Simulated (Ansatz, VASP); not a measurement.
## Two plane-wave programs on Ta

The input INCAR:

```
PREC = Accurate
ENCUT = 520
EDIFF = 1E-6
ISMEAR = -1
SIGMA = 0.1
LREAL = F
LASPH = T
NELM = 100
ALGO = Normal
ISIF = 2
LWAVE = F
LCHARG = F
GGA = RE
NBANDS = 18
```

Contents of KPOINTS:

```
regular mesh
0
Gamma
  14 14 7
```

Contents of POSCAR:

```
Ta
1.0
    2.9120805103      0.0000000000      0.0000000000
   -1.4560402552      2.5219356998      0.0000000000
    0.0000000000      0.0000000000      5.1686026250
Ta
2
Direct
    0.3333333333      0.6666666667      0.2500000000
    0.6666666667      0.3333333333      0.7500000000
```

Input for Ansatz:

```yaml
crystal:
  lattice:
    - [2.9120805103, 0.0, 0.0]
    - [-1.4560402552, 2.5219356998, 0.0]
    - [0.0, 0.0, 5.168602625]
  atoms:
    - { symbol: Ta, position: [0.3333333333, 0.6666666667, 0.25] }
    - { symbol: Ta, position: [0.6666666667, 0.3333333333, 0.75] }
hamiltonian:
  xc: revpbe
  pseudopotentials:
    kind: paw
    azcp:
      Ta: "pseudopotentials/Ta.paw.azcp"
basis:
  ecutwfc: 420
  fft_grid_basis: typed
kpoints:
  mp_grid: { grid: [14, 14, 7], shift: [0, 0, 0] }
magnetization:
  spin_polarized: false
scf:
  occupations: { method: fermi_dirac, width: 0.1 }
  lower_state_search: "off"
output:
  stress: true
```

Alike in both runs: task single point; functional revPBE; k mesh 14 × 14 × 7; occupations fermi-dirac, width 0.1 eV; no spin polarisation.

|  | VASP | Ansatz |
| --- | --- | --- |
| version | VASP 6.6.1 | Ansatz 0.2.0 |
| potentials or method | VASP PAW PBE potentials, release 64 (Ta_pv) | plane waves (420 eV) with PAW, scalar-relativistic |
| plane-wave cutoff (eV) | 520 | 420 |
| valence electrons in the cell | 22 | 26 |

Ansatz gave:

```
pressure (GPa)                                  : 0.2
largest component of the traceless stress (GPa) : 0.49
```

Q: What did VASP give for the same quantities?

A: Pressure (GPa): 0.2; largest component of the traceless stress (GPa): 0.47.

The functional is the same, so the differences come from potentials, cutoffs and numerics. The two sets of potentials don't hold the same shells in valence.

Caveats: the PAW data sets were made with another functional, which shifts forces and pressure a little (VASP). Spin-orbit coupling is left out, which matters for the levels of Ta.
